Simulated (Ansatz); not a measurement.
# Hg (diamond type): a single-point run

Wanted: a converged single-point run for Hg (diamond type), and a check of what comes out. The structure is shown as the input types it.

Method: DFT, PBE, all-electron PAW with datasets made for the crystal, scalar-relativistic, in Ansatz 0.2.0.

1 further run of the same task is left out (it didn't finish).

### 1 Starting point

The structure is cubic, space group Fd-3m (No. 227). Conventional cell: a = 6.471 Å, b = 6.471 Å, c = 6.471 Å, α = 90.00°, β = 90.00°, γ = 90.00°. Hg (site symmetry -43m) has 4 Hg at 2.80 Å as nearest neighbours.

As a file:

```cif
data_structure
_symmetry_space_group_name_H-M 'P 1'
_symmetry_Int_Tables_number 1
_cell_length_a 4.5757
_cell_length_b 4.5757
_cell_length_c 4.5757
_cell_angle_alpha 60.000
_cell_angle_beta 60.000
_cell_angle_gamma 60.000
_cell_volume 67.74
loop_
_atom_site_label
_atom_site_type_symbol
_atom_site_fract_x
_atom_site_fract_y
_atom_site_fract_z
_atom_site_occupancy
Hg1 Hg 0.87500 0.87500 0.87500 1
Hg2 Hg 0.12500 0.12500 0.12500 1
```

### 2 The run

Input file input.yaml:

```yaml
crystal:
  lattice:
    - [0.0, 3.2354804097, 3.2354804097]
    - [3.2354804097, 0.0, 3.2354804097]
    - [3.2354804097, 3.2354804097, 0.0]
  atoms:
    - { symbol: Hg, position: [-0.125, -0.125, -0.125] }
    - { symbol: Hg, position: [0.125, 0.125, 0.125] }
kpoints:
  mp_grid: { grid: [11, 11, 11] }
scf:
  occupations: { method: fermi_dirac, width: 0.05 }
  convergence: { dr2_threshold: 1.0e-16 }
  max_iter: 75
hamiltonian:
  xc: pbe
  pseudopotentials: { kind: all_electron, datasets: crystal }
output:
  forces: true
  stress: true
  eigenvalues: true
```

Command:

```sh
> ansatz run input.yaml --threads 1 --pin off --max-ram 2048MiB --backend cpu --events-out ev --progress --plain --runs-dir out
```

Q: Will this input give a usable result? If not, why, and what should change?

The run converged and reported no error, with warnings (crystal datasets made). That alone doesn't make the input a sound one.

Look at the input: scf.convergence.dr2_threshold is 1.0e-16. What could go wrong: threshold needlessly tight. Once met, so tight a threshold does no harm; it costs cycles.

To check: delete scf.convergence.dr2_threshold (the default then holds).
